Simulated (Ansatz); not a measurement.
# H (Pmmm) in Ansatz: single point with PBE

Aim: the single point of H with PBE.

Everything below comes from runs of Ansatz 0.2.0. Logs are shortened: lines on timing, memory, paths and dates and some standing lists are left out, and cuts for length are marked.

## (1) The cell of the first run

Symmetry: Pmmm, No. 47, orthorhombic system. The conventional cell has a = 0.980 Å, b = 2.650 Å, c = 2.756 Å, α = 90.00°, β = 90.00°, γ = 90.00°. Around H (site symmetry mmm) lie 2 H at 0.98 Å.

## (2) Single point, PBE (strained by +4 %)

Input file input.yaml:

```yaml
crystal:
  lattice:
    - [2.7556242885, 0.0, 0.0]
    - [0.0, 2.6496387389, 0.0]
    - [0.0, 0.0, 0.98049292]
  atoms:
    - { symbol: H, position: [0.0, 0.0, 0.5] }
hamiltonian:
  xc: pbe
  pseudopotentials: { kind: paw }
kpoints:
  mp_grid: { grid: [10, 10, 26] }
scf:
  occupations: { method: fermi_dirac, width: 0.05 }
output:
  forces: true
  stress: true
  eigenvalues: true
```

Potentials or basis: Ansatz PAW.

Started as:

```bash
> ansatz run input.yaml --threads 2 --pin off --max-ram 5632MiB --backend cpu --events-out ev --progress --plain --runs-dir out
```

What it wrote:

```text
Warning: RAYON_NUM_THREADS=2 ignored (pool sized by the plan → 2); use --threads N
Engine: ansatz 0.2.0, aarch64-unknown-linux-gnu
Pseudopotentials: kind: paw
Pseudopotential: H, paw, valence charge 1, recommended cutoff 420 eV (normal), H.paw.azcp
Functional definition: PBE
  parameter kappa = 0.804
  parameter beta = 0.06672455060314922
  exchange = pbe_x(kappa = kappa, mu = beta*pi^2/3)
  correlation = pbe_c(beta = beta)
Crystal: 1 atoms, lattice volume = 7.159 Å³
Basis set: ecut = 420 eV, 139 PW (Γ), exchange–correlation on 40×36×16 points (8 copies of the dense FFT grid, shifted against one another)
Bands: 5, of which v1, the nominal top of the filled ones, is band 1 counted from 1 (0 counted from 0)
Symmetry: 8 space group operations
Space group: Pmmm (ITA 47), of the structure as read, at distance tolerance 1.9e-5 Å
k-points: 504 of 2600
Non-local potential: H, projectors of the file, l = 0: 2, l = 1: 1
PAW form: soft (Blöchl's): semilocal exchange-correlation on the pseudo side does not see the compensation charge
PAW one-centre angular grid: H, 110 points (default); XC on 64 Gauss nodes
Initial density: superposition of atomic densities (neutral atoms: chi_scale 0, normalization atom), corrected by the library's trained network
Initial wavefunctions: pseudopotential atomic-orbital guess
Functional: x = pbe(κ = 0.804, μ = 0.2195149727645171), c = pbe(β = 0.06672455060314922)
SCF iter   1: F=—  HF=-15.506734 eV  |F-HF|=—  |Δ(HF+E_count)|=         —  Δρ=8.14e-3  dr2=5.09e-3  ethr=1.77e-3  ⟨swp⟩=5.2  Hψ=24698  notcnv=0
preconditioner: auto → none  [insulator: Δε(μ)=0.663 eV  Ē_g=31.493 eV  σ=0.050 eV  W_gap=1.00  n_scr=0 (ndim 8)  ℏωp=13.9 eV  f_vac=0.000  D(μ)=0.00/eV (n_scr^D=0)  ε∞_Penn≈1.2]
SCF iter   2: F=—  HF=-15.506457 eV  |F-HF|=—  |Δ(HF+E_count)|=   2.77e-4  Δρ=3.54e-3  dr2=1.01e-3  ethr=5.09e-4  ⟨swp⟩=2.0  Hψ=8406  notcnv=0
SCF iter   3: F=—  HF=-15.506613 eV  |F-HF|=—  |Δ(HF+E_count)|=   1.55e-4  Δρ=2.89e-4  dr2=2.54e-6  ethr=1.01e-4  ⟨swp⟩=2.3  Hψ=6776  notcnv=0
SCF iter   4: F=—  HF=-15.506595 eV  |F-HF|=—  |Δ(HF+E_count)|=   1.78e-5  Δρ=4.34e-5  dr2=1.28e-7  ethr=2.54e-7  ⟨swp⟩=1.6  Hψ=4984  notcnv=0
iter 5 did not close the SCF: its close was put off for the readings that it lacked (scf_convergence_deferred on its scf_iter line)
SCF iter   5: F=-15.506595 eV  HF=-15.506595 eV  |F-HF|=5.49e-10  |Δ(HF+E_count)|=   3.37e-8  Δρ=3.47e-6  dr2=6.89e-10  ethr=1.28e-8  ⟨swp⟩=1.0  Hψ=4536  notcnv=0
SCF iter   6: F=-15.506595 eV  HF=-15.506595 eV  |F-HF|=3.83e-12  |Δ(HF+E_count)|=  7.74e-10  Δρ=2.34e-7  dr2=3.95e-12  ethr=6.89e-11  ⟨swp⟩=1.2  Hψ=9406  notcnv=0
SCF 1 converged in 6 iterations: F = -15.506595 eV  dr2 = 3.95e-12
SCF converged after 6 iterations
Free energy (F): -15.506595 eV
Harris-Foulkes:  -15.506595 eV  (|F-HF|=3.83e-12)
Internal energy: -15.506592 eV  (E = F + TS)
E sigma→0 (E₀):  -15.506593 eV
Entropy (-TS):   -0.000003 eV (-0.003 meV/atom)
Fermi energy:    -1.237241 eV
--- Per-component energies (eV) ---
  E_band       = -7.733239
  E_kinetic    = 13.362623
  E_local      = -19.398722  (includes V_loc(G=0)·N_el)
  E_nonlocal   = 1.514208
  E_hartree    = 4.399658
  E_xc         = -8.838473
  E_vxc        = -11.400320  (∫ρ·V_xc dr)
  E_paw        = -0.490597  (= ΣΔE_a)
  E_vpaw       = -0.609132  (= ΣTr[D̂ρ^β])
  E_aug_tail   = -0.001205  (compensation charges beyond the density's cutoff)
  E_ewald      = -6.054084
  E_smearing   = -0.000003  (= −TS)
  E_closure    = 0.000000  (closes the sum)
  Σ components = -15.506595   (vs F -15.506595, Δ=0.00e0)
--- Forces (eV/Å), atoms counted from 1 ---
  atom   1  H      0.00000000     0.00000000     0.00000000
  max |Σ_I F_I| component: 0.00e0 eV/Å
--- Stress (GPa, compression-positive) ---
        1.739177       0.000000       0.000000
        0.000000       2.548242       0.000000
        0.000000       0.000000       0.582800
  P = ⅓ Tr σ = 1.6234 GPa (16.234 kbar)
--- Band table (eV; the first three rows and the last of 504) ---
  k-point 0: bands = ["-12.1285", "8.1411", "13.1774", "14.5873", "16.9558"]
  k-point 1: bands = ["-11.8994", "8.3703", "13.4083", "14.8180", "17.1872"]
  k-point 2: bands = ["-11.2110", "9.0592", "14.1020", "15.5116", "17.8815"]
  k-point 503: bands = ["24.2645", "34.2793", "43.8703", "44.1487", "44.3448"]
```

Wall time 0.82 s (2 threads of Arm Neoverse V2, shared host); peak memory 0.25 GiB.

Results:

```
Free energy : -15.5066 eV
Pressure    : 1.6 GPa
```

Stress tensor (GPa, compression positive):
```
1.74 0.00 0.00
0.00 2.55 0.00
0.00 0.00 0.58
```
